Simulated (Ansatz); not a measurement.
# Questions on the electronic state of FeGe

FeGe is taken as a test cell of our own (not relaxed), 2 atoms in the cell.

```yaml
crystal:
  lattice:
    - [3.01617, 0.00000, 0.00000]
    - [0.00000, 3.01617, 0.00000]
    - [0.00000, 0.00000, 3.01617]
  atoms:
    - { symbol: Fe, position: [0.00000, 0.00000, 0.00000] }
    - { symbol: Ge, position: [0.46334, 0.45075, 0.45353] }
```

Site labels below count the atoms in this order, from 1.

Method: DFT, r2SCAN, norm-conserving potentials, plane waves, scalar-relativistic (Ansatz development build ahead of 0.2.0).

```
Plane-wave cutoff : 1225 eV
k-point mesh      : 3×3×3 (Γ-centred)
Occupations       : Gaussian smearing, 0.05 eV
Valence electrons : 30
```

Site moments are integrals over atomic spheres and don't add up to the total.

With one magnetic atom in the cell its copies can only be parallel; orders in a larger cell may lie lower.

The mesh is coarse, so energy differences (and at times their sign) aren't converged.

Only collinear orders within this cell were tried; the true ground state may need a larger cell. No run without spin polarisation was made.

The default search runs further SCF cycles only where the state itself hints at a lower one. The standard search may start further SCF runs from other orders; the lowest state can still be missed. With a search on, the program may also reshape the start on open shells. Ends within 0.2 meV/atom and 0.1 μB count as one state.

Problem. Predict the lowest-energy solution among 55 converged runs.

Solution. Spin-polarised, site moments Fe1 1.95 μB, total 1.93 μB per cell. It was reached from: default search for lower states [Fe1 2.00 μB].

Problem. A run starts from: standard search for lower states [Fe1 4.00 μB]. What does it converge to?

Solution. It converges in 18 iterations to a state 28.8 meV/atom above the lowest: spin-polarised, site moments Fe1 2.68 μB, total 2.74 μB per cell.
